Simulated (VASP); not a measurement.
Wanted: the native input for a VASP 6.6.1 run.

| Item | Value |
| --- | --- |
| Task | relaxation of the atoms |
| Functional | r2SCAN |
| Potentials or basis | VASP PAW PBE potentials, release 64 (Pb_d) |
| Cutoff | 600 eV |
| k mesh | 14 × 14 × 14 |
| Occupations | methfessel-paxton, width 0.1 eV |
| Spin | no spin polarisation |
| Further INCAR settings | ALGO = Normal; EDIFF = 1e-07; IBRION = 2; EDIFFG = -0.01; NSW = 40 |

The structure of Pb lies in POSCAR:

```
Pb                                      
1.0
    0.0000000000      2.4644989081      2.4644989081
    2.4644989081      0.0000000000      2.4644989081
    2.4644989081      2.4644989081      0.0000000000
  Pb            
     1
Direct
     0.0000000000000000    0.0000000000000000    0.0000000000000000
```

The cell isn't the ideal one: a relaxed cell with its volume scaled by 0.96.

One way to write it, as run:

INCAR

```
SYSTEM = Pb
PREC = Accurate
ENCUT = 600
EDIFF = 1E-7
ISMEAR = 1
SIGMA = 0.1
LREAL = .False.
LASPH = .True.
NELM = 80
ALGO = Normal
ISIF = 2
LWAVE = .False.
LCHARG = .False.
METAGGA = R2SCAN
LMIXTAU = .True.
IBRION = 2
NSW = 40
EDIFFG = -0.01
```

KPOINTS

```
regular mesh
0
Gamma
  14 14 14
  0 0 0
```

Potentials or basis: VASP PAW PBE potentials, release 64 (Pb_d).

Launch:

```sh
$ cat potpaw_PBE.64/Pb_d/POTCAR > POTCAR
$ mpirun -np 1 vasp_std > vasp.out
```

Results of the run:

```
Pressure after relaxing : 2.0 GPa
Band gap on the k mesh  : none (metal or under the smearing width)
```

Caveat: the relaxation stopped at its first step, so nothing moved; the PAW data sets were made with another functional, which shifts forces and pressure a little.

Run time: 3 min on 1 thread of Intel(R) Xeon(R) Platinum 8488C (Sapphire Rapids), on a shared host, peak memory 0.18 GiB.
